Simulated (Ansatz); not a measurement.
## Course of a relaxation: C

A trial structure of C was built thus: 3-, 4-connected net, elements by coordination (Cmmm, No. 65). The dimensions are guesses.

```cif
data_structure
_symmetry_space_group_name_H-M 'P 1'
_symmetry_Int_Tables_number 1
_cell_length_a 3.1660
_cell_length_b 3.1660
_cell_length_c 3.4559
_cell_angle_alpha 90.000
_cell_angle_beta 90.000
_cell_angle_gamma 134.535
_cell_volume 24.69
loop_
_atom_site_label
_atom_site_type_symbol
_atom_site_fract_x
_atom_site_fract_y
_atom_site_fract_z
_atom_site_occupancy
C1 C 0.50000 0.50000 0.78960 1
C2 C 0.50000 0.50000 0.21040 1
C3 C 0.31730 0.68270 0.50000 1
C4 C 0.68270 0.31730 0.50000 1
```

Level of theory: DFT PBE, scalar-relativistic, plane waves, PAW (Ansatz 0.2.0). Cutoff 420 eV, Gaussian smearing, Γ-centred meshes. Cell and atoms relax first on a coarse mesh and then on a finer one. In between, the cell is made exact in the group found at 0.06 Å. In metals the finer mesh still leaves noise of several meV/atom or more. The steps can't lower the symmetry of their start. No spin polarisation in the relaxation; trial moments died out in a coarse test.

Steps on the 8×8×6 mesh (4 atoms, 11 steps). The free energy counts from the last step; the plane-wave basis is renewed at times, which shifts energy and pressure.

| step | ΔF (meV/atom) | V (Å³/atom) | P (GPa) | largest force component (eV/Å) |
| --- | --- | --- | --- | --- |
| 1 | 257.5 | 6.17 | 44.91 | 4.942 |
| 2 | 72.7 | 6.59 | 16.73 | 2.779 |
| 3 | 15.0 | 6.93 | 3.78 | 0.523 |
| 4 | 15.4 | 7.01 | 1.80 | 0.221 |
| 5 | 10.8 | 7.01 | 1.06 | 0.106 |
| 6 | 10.8 | 7.04 | 0.06 | 0.041 |
| 7 | 10.8 | 7.04 | 0.05 | 0.025 |
| 8 | 0.4 | 7.04 | 1.85 | 0.010 |
| 9 | 0.3 | 7.10 | 0.09 | 0.098 |
| 10 | 0.3 | 7.10 | -0.05 | 0.012 |
| 11 | 0.0 | 7.10 | -0.04 | 0.012 |

The relaxed structure, after a last relaxation on the converged mesh:

```
CELL_PARAMETERS angstrom
1.33581 -3.09966 0.00000
1.33581 3.09966 0.00000
0.00000 0.00000 3.42831
ATOMIC_POSITIONS crystal
C 0.50000 0.50000 0.80517
C 0.50000 0.50000 0.19483
C 0.32200 0.67800 0.50000
C 0.67800 0.32200 0.50000
```

The symmetry stays Cmmm (No. 65). The volume per atom grows by 15.0 %, from 6.2 to 7.1 Å³. The shortest distance goes from 1.45 Å (C–C) to 1.34 Å (C–C). The energy falls by about 0.26 eV/atom (the start's value is from the coarse mesh). C on a site of symmetry mm2 is surrounded by 1 C at 1.34 Å and 2 C at 1.52 Å; C on a site of symmetry m2m has 4 C at 1.52–1.61 Å.

| Property | Result |
| --- | --- |
| Volume per atom | 7.10 Å³ |
| Density | 2.81 g/cm³ |
| Energy over the standard state | +0.69 eV/atom |
| Gap on the 18×18×14 mesh of the 4-atom cell | 0 eV (a metal) |

Energies count from the standard state of C at the same level.

The last run used Gaussian smearing of 0.10 eV. The reference form of C is held partly by dispersion forces, which this level lacks. A later test with randomly moved atoms came back to the same energy, though modes that don't fit the test's cell weren't probed. In all, the 3 runs took 2.3 min on 1 thread of Arm Neoverse V1, with other jobs on the host. Another cell of C relaxed alike, in I4/mmm, lies 180 meV/atom lower, so this cell isn't the stable form at this level.
